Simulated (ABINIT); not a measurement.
# SnSe2 (P-3m1) in ABINIT: settings compared

Aim: see how the results for SnSe2 move with the level of theory and the settings. Levels: LDA, revPBE. Tasks: band structure.

Everything below comes from runs of ABINIT 10.8.3 (patched build). Logs are shortened: lines on timing, memory, paths and dates and some standing lists are left out, and cuts for length are marked. The log counts tension as positive stress, the text compression.

### 1 Starting point

Symmetry: P-3m1, No. 164, trigonal system. Conventional cell: a = 3.811 Å, b = 3.811 Å, c = 6.136 Å, α = 90.00°, β = 90.00°, γ = 120.00°. Sn (site symmetry -3m) is surrounded by 6 Se at 2.68 Å. Around Se (site symmetry 3m) lie 3 Sn at 2.68 Å.

### 2 Band structure, LDA

File run.abi:

```
# Datasets: ground state, then fixed potential
ndtset 2

# Pseudopotentials
pp_dirpath "./"
pseudos "Sn.hgh, Se.hgh"

# Structure
acell 3*1.0
rprim
     7.2017462609     0.0000000000     0.0000000000
    -3.6008731305     6.2368952135     0.0000000000
     0.0000000000     0.0000000000    11.5953595007
ntypat 2
znucl 50 34
natom 3
typat 1 2 2
xred
     0.0000000000     0.0000000000     0.0000000000
     0.6666666667     0.3333333333     0.7510000000
     0.3333333333     0.6666666667     0.2490000000

# Plane-wave basis
ecut 544.227725 eV

# Exchange and correlation
ixc 7

# Bands and occupations
occopt 3
tsmear 0.05 eV

# SCF cycle
nstep 100

# Output
iomode 3
prtwf 0
prteig 0
prtebands 0
enunit 1
prtden1 1
prtvha1 1
prtvclmb1 1
prtpot1 1
prtelf1 1

# Dataset 1
kptopt1 1
ngkpt1 8 8 5
nshiftk1 1
shiftk1 0.0 0.0 0.0
nband1 12
tolvrs1 1.0e-10

# Dataset 2: bands along G-M-K-G-A-L-H-A
iscf2 -2
getden2 1
nband2 16
nbdbuf2 2
tolwfr2 1.0e-12
kptopt2 -7
ndivsm2 6
prteig2 1
kptbounds2
     0.0000000000     0.0000000000     0.0000000000
     0.5000000000     0.0000000000     0.0000000000
     0.3333333333     0.3333333333     0.0000000000
     0.0000000000     0.0000000000     0.0000000000
     0.0000000000     0.0000000000     0.5000000000
     0.5000000000     0.0000000000     0.5000000000
     0.3333333333     0.3333333333     0.5000000000
     0.0000000000     0.0000000000     0.5000000000
```

Potentials or basis: HGH LDA.

Command:

```sh
abinit run.abi > log 2>&1
```

run.abo:

```text
.Version 10.8.3 of ABINIT
 DATASET    1 : space group P-3 m 1 (#164); Bravais hP (primitive hexag.)
================================================================================
 Values of the parameters that define the memory need for DATASET  1.
     intxc =       0    ionmov =       0      iscf =       7    lmnmax =       6
     lnmax =       6     mgfft =      48  mpssoang =       3    mqgrid =    3001
     natom =       3  nloc_mem =       1    nspden =       1   nspinor =       1
    nsppol =       1      nsym =      12    n1xccc =       0    ntypat =       2
    occopt =       3   xclevel =       1
       mpw =        2243          nfft =       43200          nkpt =          40
================================================================================
================================================================================

 DATASET    2 : space group P-3 m 1 (#164); Bravais hP (primitive hexag.)
================================================================================
 Values of the parameters that define the memory need for DATASET  2.
     intxc =       0    ionmov =       0      iscf =      -2    lmnmax =       6
     lnmax =       6     mgfft =      48  mpssoang =       3    mqgrid =    3001
     natom =       3  nloc_mem =       1    nspden =       1   nspinor =       1
    nsppol =       1      nsym =      12    n1xccc =       0    ntypat =       2
    occopt =       3   xclevel =       1
       mpw =        2255          nfft =       43200          nkpt =          67
================================================================================
================================================================================

--------------------------------------------------------------------------------
------------- Echo of variables that govern the present computation ------------
--------------------------------------------------------------------------------
 -outvars: echo values of preprocessed input variables --------
            acell      1.0000000000E+00  1.0000000000E+00  1.0000000000E+00 Bohr
              amu      1.18710000E+02  7.89600000E+01
             ecut      2.00000000E+01 Hartree
           enunit           1
           getden1          0
           getden2          1
             iscf1          7
             iscf2         -2
                       outvar_i_n : Printing only first  50 k-points.
              ixc           7
           jdtset        1    2
                       outvar_i_n : Printing only first  50 k-points.
           kptopt1          1
           kptopt2         -7
         kptrlatt        8    0    0      0    8    0      0    0    5
          kptrlen1     5.76139701E+01
          kptrlen2     3.00000000E+01
            natom           3
            nband1         12
            nband2         16
           nbdbuf1          0
           nbdbuf2          2
           ndtset           2
           ndivsm1          0
           ndivsm2          6
            ngfft          30      30      48
             nkpt1         40
             nkpt2         67
            nstep         100
             nsym          12
           ntypat           2
           occopt           3
        prtebands           0
           prteig1          0
           prteig2          1
           prtelf1          1
           prtelf2          0
           prtpot1          1
           prtpot2          0
         prtvclmb1          1
         prtvclmb2          0
           prtvha1          1
           prtvha2          0
            prtwf           0
            rprim      7.2017462609E+00  0.0000000000E+00  0.0000000000E+00
                      -3.6008731305E+00  6.2368952135E+00  0.0000000000E+00
                       0.0000000000E+00  0.0000000000E+00  1.1595359501E+01
           shiftk1     0.00000000E+00  0.00000000E+00  0.00000000E+00
           shiftk2     5.00000000E-01  5.00000000E-01  5.00000000E-01
          spgroup         164
           tolvrs1     1.00000000E-10
           tolvrs2     0.00000000E+00
[... 249 lines left out ...]
  2.14E-13  2.64E-13  2.74E-13  2.01E-13  2.64E-13  8.95E-13  2.55E-12  3.57E-08
 -4.2531E-01 -3.5975E-01 -1.3614E-01  5.3007E-02  6.0850E-02  7.1991E-02
  7.9208E-02  9.2786E-02  1.3307E-01  2.0249E-01  2.5511E-01  2.6024E-01
  3.8993E-01  4.0765E-01  4.2017E-01  4.3589E-01
 Non-SCF case, kpt    3 (  0.09091  0.00000  0.00000), residuals and eigenvalues=
  8.50E-13  7.40E-13  7.99E-13  1.19E-13  2.40E-13  4.94E-13  9.68E-13  2.69E-13
[... 374 lines left out ...]
  6.9847E-02  8.0405E-02  1.7909E-01  2.1340E-01  2.5608E-01  2.5840E-01
  3.6573E-01  3.9107E-01  4.0605E-01  4.3879E-01
 Non-SCF case, kpt   66 (  0.02564  0.02564  0.50000), residuals and eigenvalues=
  2.08E-13  9.37E-13  4.12E-13  2.00E-13  6.36E-13  6.48E-13  2.50E-13  9.10E-13
  1.93E-13  8.26E-13  4.40E-13  2.16E-13  7.87E-13  5.79E-13  6.71E-13  9.19E-11
 -4.1905E-01 -3.7226E-01 -1.0350E-01  1.5597E-02  5.7671E-02  5.9977E-02
  7.6850E-02  8.1436E-02  1.7765E-01  1.9988E-01  2.4972E-01  2.5049E-01
  3.8441E-01  3.8774E-01  3.9971E-01  4.3080E-01
 Non-SCF case, kpt   67 (  0.00000  0.00000  0.50000), residuals and eigenvalues=
  4.49E-13  2.43E-13  6.19E-13  4.38E-13  2.75E-13  3.33E-13  8.21E-13  6.73E-13
  4.38E-13  7.91E-13  2.41E-13  7.96E-13  4.44E-13  3.46E-13  2.27E-11  3.75E-09
 -4.1978E-01 -3.7276E-01 -1.0276E-01  1.5257E-02  6.3052E-02  6.3052E-02
  8.1156E-02  8.1156E-02  1.7632E-01  1.9373E-01  2.4810E-01  2.4810E-01
  3.8594E-01  3.9767E-01  3.9767E-01  4.1952E-01

--- !ResultsGS
iteration_state: {dtset: 2, }
comment   : Summary of ground state results
lattice_vectors:
- [  7.2017463,   0.0000000,   0.0000000, ]
- [ -3.6008731,   6.2368952,   0.0000000, ]
- [  0.0000000,   0.0000000,  11.5953595, ]
lattice_lengths: [   7.20175,    7.20175,   11.59536, ]
lattice_angles: [ 90.000,  90.000, 120.000, ] # degrees, (23, 13, 12)
lattice_volume:   5.2082339E+02
convergence: {deltae:  0.000E+00, res2:  0.000E+00, residm:  9.985E-13, diffor:  0.000E+00, }
etotal    :  -2.25964186E+01
entropy   :   0.00000000E+00
fermie    :   1.04623415E-01
cartesian_stress_tensor: null
pressure_GPa: null
xred      :
- [  0.0000E+00,   0.0000E+00,   0.0000E+00, Sn]
- [  6.6667E-01,   3.3333E-01,   7.5100E-01, Se]
- [  3.3333E-01,   6.6667E-01,   2.4900E-01, Se]
cartesian_forces: null
force_length_stats: {min: null, max: null, mean: null, }
...

 Integrated electronic density in atomic spheres:
 ------------------------------------------------
 Atom  Sphere_radius  Integrated_density
    1        2.00000          0.97983943
    2        2.00000          3.28384298
    3        2.00000          3.28384298
================================================================================

 ----iterations are completed or convergence reached----

 Mean square residual over all n,k,spin=   50.175E-14; max=  99.854E-14
 reduced coordinates (array xred) for    3 atoms
       0.000000000000      0.000000000000      0.000000000000
       0.666666666667      0.333333333333      0.751000000000
       0.333333333333      0.666666666667      0.249000000000

 cartesian coordinates (angstrom) at end:
    1      0.00000000000000     0.00000000000000     0.00000000000000
    2      1.90549999868555     1.10014093717839     4.60813599687231
    3     -0.00000000001764     2.20028187435677     1.52786399896299
 length scales=  1.000000000000  1.000000000000  1.000000000000 bohr
              =  0.529177210544  0.529177210544  0.529177210544 angstroms
 Eigenvalues (   eV  ) for nkpt=  67  k points:
 kpt#   1, nband= 16, wtk=  1.00000, kpt=  0.0000  0.0000  0.0000 (reduced coord)
 -11.59407   -9.80165   -3.70959    1.80479    1.80479    2.05279    2.05279    2.50843
   3.35681    5.35240    7.03865    7.03865   10.50571   11.39748   11.39748   11.86674
 kpt#   2, nband= 16, wtk=  1.00000, kpt=  0.0455  0.0000  0.0000 (reduced coord)
 -11.57332   -9.78930   -3.70457    1.44241    1.65580    1.95898    2.15535    2.52482
   3.62112    5.50990    6.94187    7.08158   10.61055   11.09260   11.43332   11.86120
 kpt#   3, nband= 16, wtk=  1.00000, kpt=  0.0909  0.0000  0.0000 (reduced coord)
 -11.51079   -9.75355   -3.69264    0.80627    1.40135    1.61931    2.27611    2.53127
   4.12524    5.86122    6.76378    7.20257   10.52980   10.83977   11.52531   11.77683
 kpt#   4, nband= 16, wtk=  1.00000, kpt=  0.1364  0.0000  0.0000 (reduced coord)
 -11.40777   -9.69705   -3.68485    0.14216    1.12545    1.17605    2.34802    2.50473
   4.56146    6.03687    6.89184    7.37655   10.00200   10.83863   11.64206   11.76495
 kpt#   5, nband= 16, wtk=  1.00000, kpt=  0.1818  0.0000  0.0000 (reduced coord)
 -11.26659   -9.62532   -3.70241   -0.47102    0.71224    0.85019    2.37012    2.44384
   4.70712    6.06410    7.38149    7.56479    9.54243   10.62128   11.78871   11.98995
 kpt#   6, nband= 16, wtk=  1.00000, kpt=  0.2273  0.0000  0.0000 (reduced coord)
 -11.09065   -9.54598   -3.77554   -0.98074    0.27517    0.59017    2.34219    2.35436
[... 170 lines left out ...]
 -11.11438   -9.94188   -3.17136    0.02113    0.46364    0.83475    1.59160    1.96024
   4.75901    6.44137    7.69830    7.86779    9.17394   10.63629   11.59455   11.65445
 kpt#  64, nband= 16, wtk=  1.00000, kpt=  0.0769  0.0769  0.5000 (reduced coord)
 -11.24718  -10.02599   -2.99547    0.36780    0.84450    0.96989    1.74315    2.09806
   4.83886    6.16389    7.29528    7.41474    9.50964   10.68048   11.32763   11.80101
 kpt#  65, nband= 16, wtk=  1.00000, kpt=  0.0513  0.0513  0.5000 (reduced coord)
 -11.34410  -10.08985   -2.87981    0.43807    1.23632    1.33851    1.90063    2.18793
   4.87323    5.80689    6.96832    7.03137    9.95211   10.64142   11.04910   11.94010
 kpt#  66, nband= 16, wtk=  1.00000, kpt=  0.0256  0.0256  0.5000 (reduced coord)
 -11.40306  -10.12972   -2.81629    0.42443    1.56932    1.63205    2.09120    2.21600
   4.83415    5.43911    6.79513    6.81621   10.46032   10.55096   10.87675   11.72268
 kpt#  67, nband= 16, wtk=  1.00000, kpt=  0.0000  0.0000  0.5000 (reduced coord)
 -11.42281  -10.14322   -2.79633    0.41516    1.71573    1.71573    2.20836    2.20836
   4.79803    5.27156    6.75118    6.75118   10.50190   10.82116   10.82116   11.41581

== END DATASET(S) ==============================================================
================================================================================

 -outvars: echo values of variables after computation  --------
            acell      1.0000000000E+00  1.0000000000E+00  1.0000000000E+00 Bohr
           etotal1    -2.2596418624E+01
            fcart1    -0.0000000000E+00  5.7563795895E-29 -0.0000000000E+00
                      -0.0000000000E+00  1.4390948974E-28 -7.5460713053E-03
                      -0.0000000000E+00 -2.0147328563E-28  7.5460713053E-03
            rprim      7.2017462609E+00  0.0000000000E+00  0.0000000000E+00
                      -3.6008731305E+00  6.2368952135E+00  0.0000000000E+00
                       0.0000000000E+00  0.0000000000E+00  1.1595359501E+01
           strten1     4.8266776355E-05  4.8266776397E-05 -5.3465467653E-06
                       0.0000000000E+00  0.0000000000E+00  2.1614676849E-14
           xangst      0.0000000000E+00  0.0000000000E+00  0.0000000000E+00
                       1.9054999987E+00  1.1001409372E+00  4.6081359969E+00
                      -1.7639782332E-11  2.2002818744E+00  1.5278639990E+00
             xred      0.0000000000E+00  0.0000000000E+00  0.0000000000E+00
                       6.6666666667E-01  3.3333333333E-01  7.5100000000E-01
                       3.3333333333E-01  6.6666666667E-01  2.4900000000E-01
 Calculation completed.
```

Run time: 59 s. Hardware: 1 thread of Intel Xeon Platinum 8488C (Sapphire Rapids), shared host; peak memory 0.11 GiB.

What came out:

- Free energy: -614.8799 eV
- Largest force: 0.388 eV/Å
- Band gap on the k mesh: 0.64 eV, indirect (least direct gap 0.85 eV)
- Valence electrons inside the program's atomic spheres: Sn 0.98; Se 3.28

Forces in eV/Å, atoms in the order of the input:
```
Sn   0.000  0.000  0.000
Se   0.000  0.000 -0.388
Se   0.000  0.000  0.388
```

Levels at the corners of the path, in eV from the valence-band top:
| point | band 4 | band 5 | band 6 | band 7 | band 8 | band 9 | band 10 | band 11 | band 12 | band 13 |
| --- | --- | --- | --- | --- | --- | --- | --- | --- | --- | --- |
| Γ | -0.75 | -0.75 | -0.50 | -0.50 | -0.05 | 0.80 | 2.80 | 4.48 | 4.48 | 7.95 |
| M | -4.61 | -3.01 | -2.77 | -1.34 | -0.41 | 0.97 | 3.61 | 5.25 | 5.32 | 7.14 |
| K | -3.84 | -3.84 | -3.47 | -1.64 | -1.64 | 1.22 | 6.52 | 6.52 | 7.05 | 7.29 |
| Γ | -0.75 | -0.75 | -0.50 | -0.50 | -0.05 | 0.80 | 2.80 | 4.48 | 4.48 | 7.95 |
| A | -2.14 | -0.84 | -0.84 | -0.35 | -0.35 | 2.24 | 2.72 | 4.20 | 4.20 | 7.95 |
| L | -5.06 | -2.60 | -2.09 | -0.97 | -0.81 | 0.67 | 4.13 | 4.65 | 5.70 | 6.20 |
| H | -4.35 | -4.35 | -3.85 | -0.45 | -0.45 | 2.39 | 4.54 | 4.54 | 6.01 | 8.06 |
| A | -2.14 | -0.84 | -0.84 | -0.35 | -0.35 | 2.24 | 2.72 | 4.20 | 4.20 | 7.95 |

Caveat: the cutoff is too short for stress, so the log's stress isn't used; spin-orbit coupling is left out, which moves the levels of the heavy elements; an odd mesh through Γ misses points on the zone boundary, where band edges often lie; HGH potentials are hard and often keep d shells in the core, so these values are rough.

### 3 Band structure, revPBE

Changes to run.abi since step 2:

```diff
@@ -5,10 +5,10 @@
 pp_dirpath "./"
-pseudos "Sn.hgh, Se.hgh"
+pseudos "Sn.GGA_PBE-JTH.xml, Se.GGA_PBE-JTH.xml"
 
 # Structure
-acell 3*1.0
+acell 3*1.0 Angstrom
 rprim
-     7.2017462609     0.0000000000     0.0000000000
-    -3.6008731305     6.2368952135     0.0000000000
-     0.0000000000     0.0000000000    11.5953595007
+     3.8110000000     0.0000000000     0.0000000000
+    -1.9055000000     3.3004228138     0.0000000000
+     0.0000000000     0.0000000000     6.1360000000
 ntypat 2
@@ -23,6 +23,7 @@
 # Plane-wave basis
-ecut 544.227725 eV
+ecut 15.0
+pawecutdg 30.0
 
 # Exchange and correlation
-ixc 7
+ixc 14
 
@@ -30,3 +31,3 @@
 occopt 3
-tsmear 0.05 eV
+tsmear 0.00183747
 
@@ -40,8 +41,4 @@
 prtebands 0
-enunit 1
+enunit 2
 prtden1 1
-prtvha1 1
-prtvclmb1 1
-prtpot1 1
-prtelf1 1
 
@@ -52,4 +49,4 @@
 shiftk1 0.0 0.0 0.0
-nband1 12
-tolvrs1 1.0e-10
+nband1 17
+tolvrs1 1.0e-9
 
@@ -58,3 +55,3 @@
 getden2 1
-nband2 16
+nband2 21
 nbdbuf2 2
@@ -64,2 +61,3 @@
 prteig2 1
+prtvol2 -3
 kptbounds2
```

Potentials or basis: JTH PAW PBE v2.0.

Command:

```sh
abinit run.abi > log 2>&1
```

Wall time 69 s (1 thread of Intel Xeon Platinum 8488C (Sapphire Rapids), shared host); peak memory 0.13 GiB.

Results (log left out):

```yaml
Free_energy: -2415.9171 eV
Largest_force: 0.820 eV/Å
Band_gap_on_the_k_mesh: 0.86 eV, indirect (least direct gap 1.20 eV)
Valence_electrons_inside_the_program's_atomic_spheres: Sn 11.91; Se 3.95
```

Forces on the atoms (eV/Å):
```
Sn   0.000  0.000  0.000
Se   0.000  0.000 -0.820
Se   0.000  0.000  0.820
```

Levels at the corners of the path, in eV from the valence-band top:
```tsv
point	band 9	band 10	band 11	band 12	band 13	band 14	band 15	band 16	band 17	band 18
Γ	-0.73	-0.73	-0.42	-0.42	-0.05	1.15	2.98	4.66	4.66	8.19
M	-4.50	-2.92	-2.70	-1.20	-0.33	1.16	3.84	5.50	5.50	7.28
K	-3.72	-3.72	-3.37	-1.54	-1.54	1.45	6.67	6.67	7.23	7.49
Γ	-0.73	-0.73	-0.42	-0.42	-0.05	1.15	2.98	4.66	4.66	8.19
A	-2.04	-0.82	-0.82	-0.27	-0.27	2.46	2.97	4.39	4.39	8.23
L	-4.93	-2.54	-2.02	-0.85	-0.72	0.88	4.31	4.88	5.87	6.36
H	-4.22	-4.22	-3.73	-0.40	-0.40	2.54	4.79	4.79	6.30	8.37
A	-2.04	-0.82	-0.82	-0.27	-0.27	2.46	2.97	4.39	4.39	8.23
```

Caveat: the cutoff is too short for stress, so the log's stress isn't used; the PAW data sets were made with another functional, which shifts forces and pressure a little; spin-orbit coupling is left out, which moves the levels of the heavy elements; an odd mesh through Γ misses points on the zone boundary, where band edges often lie; this functional lacks dispersion, which binds the layers, so the pressure and a relaxed spacing across them are unreliable.
